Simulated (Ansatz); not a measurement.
## Cost of a DFT run on WS2

```yaml
crystal:
  lattice:
    - [1.579, 0.9116360751, 6.1633333333]
    - [-1.579, 0.9116360751, 6.1633333333]
    - [0.0, -1.8232721501, 6.1633333333]
  atoms:
    - { symbol: W, position: [0.0, 0.0, 0.0], spin: 2.0 }
    - { symbol: S, position: [0.2497, 0.2497, 0.2497] }
    - { symbol: S, position: [0.419, 0.419, 0.419] }
magnetization:
  spin_polarized: true
kpoints:
  mp_grid: { grid: [16, 16, 16] }
scf:
  occupations: { method: fermi_dirac, width: 0.02 }
hamiltonian:
  xc: pbe
  pseudopotentials: { kind: paw }
output:
  forces: true
  stress: true
  populations: true
  efg: { quadrupole_moments_barn: { S: -0.0694 }, contact_densities: true }
```

```sh
ansatz run input.yaml --threads 1 --pin off --max-ram 3072MiB --backend cpu --events-out ev --progress --plain --runs-dir out
```

It runs on 1 thread of Intel Xeon Platinum 8259CL CPU @ 2.50GHz (Skylake/Cascade Lake) (x86_64; 16 cores open to the job, memory cap 3.0 GiB, no GPU), a shared host with a load of 0.7 a core.

(1) How much time and memory should be set aside?

Results:

(1) About 2.6 min of wall time (2.6 min of CPU time) and 1.1 GiB. The run holds 26 valence electrons in 18 bands, about 1011 plane waves a k-point and 417 irreducible k-points, and took 13 SCF iterations. Times on a shared host vary by tens of per cent.
